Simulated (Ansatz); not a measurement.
Relax this structure to zero stress and force, keeping its symmetry:

```
Te Mo
1.0
     6.36161    0.00000    0.00000
     0.00000    3.48040    0.00000
    -0.08574    0.00000   36.17589
Te Mo
4 2
Direct
  0.07915 0.75000 0.44347
  0.92085 0.25000 0.55653
  0.57075 0.25000 0.45930
  0.42925 0.75000 0.54070
  0.81865 0.75000 0.50253
  0.18135 0.25000 0.49747
```

Level of theory: DFT r2SCAN, scalar-relativistic, plane waves, PAW (Ansatz 0.2.0).

Settings: cutoff 500 eV, Γ-centred mesh 6×10×1 on the computed 6-atom cell, Gaussian smearing of 0.10 eV; no spin polarisation.

What does it relax to?

The volume goes down by 0.18 Å³/atom to 133.32 Å³/atom, and the energy falls by 0.2 meV/atom. Final structure:
```cif
data_structure
_symmetry_space_group_name_H-M 'P2_1/m'
_symmetry_Int_Tables_number 11
_cell_length_a 6.3447
_cell_length_b 3.4849
_cell_length_c 36.1773
_cell_angle_alpha 90.000
_cell_angle_beta 90.138
_cell_angle_gamma 90.000
_cell_volume 799.90
loop_
_atom_site_label
_atom_site_type_symbol
_atom_site_symmetry_multiplicity
_atom_site_Wyckoff_symbol
_atom_site_fract_x
_atom_site_fract_y
_atom_site_fract_z
_atom_site_occupancy
Te1 Te 2 e 0.07869 0.75000 0.44334 1
Te2 Te 2 e 0.57083 0.25000 0.45934 1
Mo1 Mo 2 e 0.81951 0.75000 0.50270 1
```

 The cell holds layers, and where no dispersion correction was added their binding is poorly described.